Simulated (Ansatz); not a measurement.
The system is V.

```xyz
2
Lattice="2.6043 0.0000 0.0000 -1.3021 2.2554 0.0000 0.0000 0.0000 4.7233" Properties=species:S:1:pos:R:3 pbc="T T T"
V     0.0000    1.5036    1.1808
V     1.3021    0.7518    3.5425
```

This isn't the form of V at room conditions, which is bcc.

Alike in all runs: program Ansatz 0.2.0; functional PBEsol; potentials or basis Ansatz PAW; cutoff 420 eV (not typed: the program's choice for these potentials); k mesh 10 × 10 × 5; occupations fermi-dirac, width 0.05 eV.

The same cell was started in several ways:

```tsv
start	free energy over the lowest (meV/atom)	net moment (μB)	site or absolute moments (μB)	gap
collinear spin, ferromagnetic start of up to 1.5 μB; fixed moment 3	278.1	3.00	V +1.20	-
collinear spin, ferromagnetic start of up to 2.5 μB; fixed moment 5	903.3	5.00	V +2.00	-
collinear spin, ferromagnetic start of up to 3 μB; fixed moment 6	1370.1	6.00	V +2.38	-
collinear spin, ferromagnetic start of up to 1 μB; fixed moment 2	100.3	2.00	V +0.81	-
collinear spin, ferromagnetic start of up to 0.5 μB; fixed moment 1	23.1	1.00	V +0.40	-
collinear spin, ferromagnetic start of up to 2 μB; fixed moment 4	554.4	4.00	V +1.60	-
collinear spin, program default start; fixed moment 0	0.0	0.00	-	-
collinear spin, ferromagnetic start of up to 4 μB; fixed moment 8	2767.0	8.00	V +3.09	-
```

All polarised runs hold their moment fixed, so the table maps the energy against it. A still lower state may exist.

Caveats: the total moment is fixed, so each spin has its own Fermi level.
